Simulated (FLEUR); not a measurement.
# BeS under changes of volume

One of the cells (14.261 Å³/atom); the others are scaled copies at fixed shape and fractional positions:

```xyz
2
Lattice="0.0000 2.4250 2.4250 2.4250 0.0000 2.4250 2.4250 2.4250 0.0000" Properties=species:S:1:pos:R:3 pbc="T T T"
S     3.6375    3.6375    3.6375
Be    0.0000    0.0000    0.0000
```

- Program: FLEUR MaX-R8.1 (later development tree)
- Functional: PBEsol
- Potentials or basis: all-electron
- Basis: FLAPW
- Kmax: 5.13 1/bohr
- k mesh: 9 × 9 × 9
- Occupations: fermi-dirac, width 0.05 eV
- Spin: no spin polarisation

| volume (Å³/atom) | energy over the lowest point (meV/atom) | gap on the mesh (eV) |
| --- | --- | --- |
| 13.405 | 12.63 | 2.88 |
| 13.690 | 4.47 | 2.93 |
| 13.975 | 0.39 | 2.98 |
| 14.261 | 0.00 | 3.02 |
| 14.546 | 2.97 | 3.06 |
| 14.831 | ? | ? |
| 15.116 | 17.78 | 3.14 |

Problem. What does the run at 14.831 Å³/atom give?

Solution. Energy over the lowest point 8.99 meV/atom; gap on the mesh 3.10 eV.

Worked out: A Birch-Murnaghan fit of order 3 (a polynomial in V^(-2/3)) to the other rows has its minimum at 14.15 Å³/atom with B0 = V·E''(V) = 97 GPa and B' = 3.8. It gives 8.99 meV/atom at 14.831 Å³/atom, against the run's 8.99. A straight line through the other rows of the gap, of slope 2.15 eV per unit of ln V, gives 3.10 eV, against the run's 3.10.

Energies are extrapolated to zero smearing.

Caveats: an odd mesh through Γ misses points on the zone boundary, where band edges often lie.
